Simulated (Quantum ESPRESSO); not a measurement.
Write the native input for Quantum ESPRESSO 7.5 that does the following.

- Task: single point
- Functional: PBEsol
- Potentials or basis: GBRV 1.5 PBEsol
- Cutoff: 612 eV
- Density cutoff: 4898 eV
- k mesh: 6 × 6 × 4
- Occupations: gaussian, width 0.05 eV
- Spin: collinear spin, antiferromagnetic start
- Starting moments: [5.0, -5.0, 0.0, 0.0] μB
- Hubbard terms: Mn d U = 2 eV
- Hubbard projectors: atomic
- Double: 1
- Start of the occupations: atomic
- Moments locked: none
- Magnetic state asked for: afm
- Formal shell electrons: 1 d5, 2 d5
- SCF threshold: 1.6e-07 Ry
- Most SCF iterations: 100
- Mixing ndim: 20
- Mixing beta: 0.7

MnO:

```xyz
4
Lattice="3.3246 0.0000 0.0000 0.0000 3.3246 0.0000 0.0000 0.0000 4.8678" Properties=species:S:1:pos:R:3 pbc="T T T"
Mn    0.0000    0.0000    0.0000
Mn    1.6623    1.6623    0.0000
O     1.6623    0.0000    1.2997
O     0.0000    1.6623    3.5681
```

The cell was built by a generator and needn't be a form met in nature.

The input as run:

pw.in

```
&CONTROL
  calculation = 'scf'
  prefix = 'pwscf'
  outdir = './tmp'
  pseudo_dir = './pseudo'
  tprnfor = .true.
  tstress = .true.
  disk_io = 'nowf'
/
&SYSTEM
  ibrav = 0
  nat = 4
  ntyp = 3
  ecutwfc = 45
  ecutrho = 360
  nbnd = 33
  occupations = 'smearing'
  smearing = 'gaussian'
  degauss = 0.00367493
  nspin = 2
  starting_magnetization(1) = 0.3333
  starting_magnetization(2) = -0.3333
  starting_magnetization(3) = 0
/
&ELECTRONS
  conv_thr = 1.6d-07
  electron_maxstep = 100
  mixing_beta = 0.7
  mixing_ndim = 20
/
ATOMIC_SPECIES
Mn1   54.9380 mn_pbesol_v1.5.uspp.F.UPF
Mn2   54.9380 mn_pbesol_v1.5.uspp.F.UPF
O     15.9990 o_pbesol_v1.2.uspp.F.UPF
CELL_PARAMETERS angstrom
   3.3245797900    0.0000000000    0.0000000000
   0.0000000000    3.3245797900    0.0000000000
   0.0000000000    0.0000000000    4.8678197500
ATOMIC_POSITIONS crystal
Mn1    0.0000000000    0.0000000000    0.0000000000
Mn2    0.5000000000    0.5000000000    0.0000000000
O      0.5000000000    0.0000000000    0.2670000000
O      0.0000000000    0.5000000000    0.7330000000
K_POINTS automatic
6 6 4 0 0 0
HUBBARD {atomic}
U Mn1-3d 2.0
U Mn2-3d 2.0
```

Potentials or basis: GBRV 1.5 PBEsol.

Run with:

```bash
$ OMP_NUM_THREADS=1 mpirun -n 2 pw.x -nk 2 -in pw.in > pw.out
```

Results of the run:

```json
{
  "Pressure": "0.2 GPa",
  "Largest force": "3.075 eV/Å",
  "Band gap on the k mesh": "0.77 eV, direct",
  "Net moment": "0.00 μB per cell",
  "Absolute moment": "7.97 μB per cell",
  "Site moments": "Mn +3.48, -3.48; O +0.00 μB",
  "Valence electrons inside the program's atomic spheres": "Mn 12.44; O 5.58"
}
```

Caveat: forces of over 1 eV/Å show positions far from the minimum, so gaps and moduli don't describe the material at rest.

Run time: 42 s on 2 MPI ranks on Arm Neoverse V1, on a shared host, peak memory 0.42 GiB a rank.
